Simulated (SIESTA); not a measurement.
The system is CdTe.

```
CELL_PARAMETERS angstrom
0.00000 3.20500 3.20500
3.20500 0.00000 3.20500
3.20500 3.20500 0.00000
ATOMIC_POSITIONS crystal
Te 0.75000 0.75000 0.75000
Cd 0.00000 0.00000 0.00000
```

Base run:

- Program: SIESTA 5.4.2
- Functional: BLYP
- Potentials or basis: PseudoDojo 0.4 standard (PBE files)
- Basis: DZP (energy shift 0.003 Ry; two zetas on semicore shells)
- Grid cutoff: 800 Ry
- Energy shift: 0.003 Ry
- k mesh: 7 × 7 × 7
- Occupations: fermi-dirac, width 0.05 eV
- Spin: no spin polarisation

Its results: band gap on the k mesh 1.10 eV, direct; pressure 6.6 GPa.

Q: The run is repeated on the same cell with these changes: functional from BLYP to vdW-DF-cx. What comes out?

A: Band gap on the k mesh 1.07 eV, direct; pressure 2.1 GPa.

Caveats: the potentials were made for another functional, which shifts forces and pressure; spin-orbit coupling is left out, which moves the levels of the heavy elements; the basis of atomic orbitals isn't converged, which shifts pressures, moduli and gaps.
